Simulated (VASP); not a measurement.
MoS2, 3 atoms in the cell. It takes space group R3m (No. 160, trigonal). Conventional cell: a = 3.160 Å, b = 3.160 Å, c = 18.450 Å, α = 90.00°, β = 90.00°, γ = 120.00°. Mo (site symmetry 3m) is surrounded by 6 S at 2.39 Å. S (site symmetry 3m) has 3 Mo at 2.39 Å as nearest neighbours. Around S (site symmetry 3m) lie 3 Mo at 2.39 Å. Measurements of this composition are mostly on another form, of space group No. 194.

* Program: VASP 6.6.1
* Task: relaxation of cell and atoms
* Functional: LDA
* Potentials or basis: VASP PAW LDA potentials, release 64 (Mo_sv, S)
* Cutoff: 600 eV
* k mesh: 8 × 8 × 8
* Occupations: gaussian, width 0.02 eV
* Spin: no spin polarisation
* Ladder: gaps
* Further INCAR settings: ALGO = Normal; EDIFF = 1e-06; IBRION = 2; EDIFFG = -0.01; NSW = 40; ISIF = 3

Potentials or basis: VASP PAW LDA potentials, release 64 (Mo_sv, S).

Launch:

```console
$ cat potpaw_LDA.64/Mo_sv/POTCAR potpaw_LDA.64/S/POTCAR > POTCAR
$ mpirun -np 1 vasp_std > vasp.out
```

Hardware: 1 thread of Intel(R) Xeon(R) 6975P-C (Granite Rapids) (shared host).

Problem. How long does it take, and how much memory?

Solution. Run time: 16 min on 1 thread of Intel(R) Xeon(R) 6975P-C (Granite Rapids) (shared host), peak memory 0.35 GiB. Counts: scf iterations 126, k points 65, ion steps 18.
